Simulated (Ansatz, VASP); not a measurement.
# BaS: VASP beside Ansatz

```
Ba S
1.0
     0.00000    3.19375    3.19375
     3.19375    0.00000    3.19375
     3.19375    3.19375    0.00000
Ba S
1 1
Cartesian
  0.0000 0.0000 0.0000
  3.1938 3.1938 3.1938
```

Alike in both runs: task relaxation of cell and atoms; functional revPBE; dispersion D4; k mesh 7 × 7 × 7; occupations fermi-dirac, width 0.05 eV; no spin polarisation.

|  | VASP | Ansatz |
| --- | --- | --- |
| version | VASP 6.6.1 | Ansatz 0.2.0 |
| potentials or method | VASP PAW PBE potentials, release 64 (Ba_sv, S), cutoff 600 eV | all-electron LAPW, scalar-relativistic |

|  | VASP | Ansatz | Ansatz less VASP |
| --- | --- | --- | --- |
| relaxed volume (Å³/atom) | 33.15 | 32.72 | -0.435 |
| relaxed cell length with the largest relative difference (Å) | 4.543 | 4.523 | -0.0200 |
| energy change over the relaxation (meV/atom) | -1 | 0 | +1.3 |

Ansatz ran all-electron here, so the differences hold the error of VASP's frozen core and of both bases.

Caveats: spin-orbit coupling is left out, which moves the levels of the heavy elements; an odd mesh through Γ misses points on the zone boundary, where band edges often lie; the PAW data sets were made with another functional, which shifts forces and pressure a little (VASP). revPBE gaps usually lie below the measured ones, often by a third to a half.
